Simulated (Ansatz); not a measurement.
**ZnCu: distorted cells**

Theory: Ansatz, DFT PBE, scalar-relativistic, plane waves, PAW.

Plane waves to 420 eV, a k mesh through Γ of 12×12×12 on the computed 2-atom cell and Gaussian smearing (0.10 eV); no spin polarisation.

Reference cell:

```yaml
crystal:
  lattice:
    - [2.94500, 0.00000, 0.00000]
    - [0.00000, 2.94500, 0.00000]
    - [0.00000, 0.00000, 2.94500]
  atoms:
    - { symbol: Zn, position: [0.50000, 0.50000, 0.50000] }
    - { symbol: Cu, position: [0.00000, 0.00000, 0.00000] }
```

Each variant moves atoms of this cell by the vectors given, if any (Å), and then applies a symmetric strain (tensor components, Cartesian axes). The reference cell isn't relaxed at this level. Energies are per atom at zero smearing, counted from the lowest variant. Pressure is positive in compression.

1. strain (xx yy zz yz xz xy, %) -0.21 0.72 0.14 -0.23 -0.06 0.20; moves: Zn1 (-0.108, 0.102, 0.021); Cu2 (0.108, -0.102, -0.021)
2. strain (xx yy zz yz xz xy, %) 1.30 0.72 1.06 -0.60 0.20 2.00; moves: Zn1 (-0.021, -0.051, 0.023); Cu2 (0.021, 0.051, -0.023)
3. strain (xx yy zz yz xz xy, %) 4.56 2.00 5.44 -0.75 -0.11 1.78; moves: Zn1 (-0.075, -0.189, -0.145); Cu2 (0.075, 0.189, 0.145)
4. strain (xx yy zz yz xz xy, %) -1.57 4.43 -1.57 0.00 0.00 0.00

```csv
variant,ΔE (meV/atom),P (GPa),largest force (eV/Å),gap on mesh (eV),space group
1,115.4,6.85,1.69,0,P1
2,18.1,-0.24,0.45,0,P1
3,?,?,?,?,?
4,0.0,0.95,0.00,0,P4/mmm
```

Problem. Give the withheld rows.

Solution.
```csv
variant,ΔE (meV/atom),P (GPa),largest force (eV/Å),gap on mesh (eV),space group
3,286.7,2.30,2.48,0,P1
```